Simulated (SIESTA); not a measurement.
The system is GaAs.

```
CELL_PARAMETERS angstrom
0.00000 2.82685 2.82685
2.82685 0.00000 2.82685
2.82685 2.82685 0.00000
ATOMIC_POSITIONS crystal
As 0.75000 0.75000 0.75000
Ga 0.00000 0.00000 0.00000
```

Base run:

- Program: SIESTA 5.4.2
- Functional: PBE
- Potentials or basis: PseudoDojo 0.4 standard (PBE files)
- Basis: DZP (energy shift 0.002 Ry; radii capped at 9.5 bohr)
- Grid cutoff: 800 Ry
- Energy shift: 0.002 Ry
- k mesh: 8 × 8 × 8
- Occupations: fermi-dirac, width 0.05 eV
- Spin: no spin polarisation

Its results: band gap on the k mesh 0.56 eV, direct; pressure 5.4 GPa.

**Question.** The run is repeated on the same cell with these changes: functional from PBE to PBEJsJrLO; basis from DZP (energy shift 0.002 Ry; radii capped at 9.5 bohr) to TZ (energy shift 0.002 Ry; radii capped at 9.5 bohr). What comes out?

**Answer.** Band gap on the k mesh 0.38 eV, direct; pressure 2.8 GPa.

Several settings changed at once, so the effect can't be laid on one alone.

Caveats: semicore shells carry a single zeta, which can move pressures by several GPa and volumes by a few percent; the basis of atomic orbitals isn't converged, which shifts pressures, moduli and gaps; the basis has no polarisation orbitals (some runs); the potentials were made for another functional, which shifts forces and pressure (some runs).

A k mesh can miss the band edges.
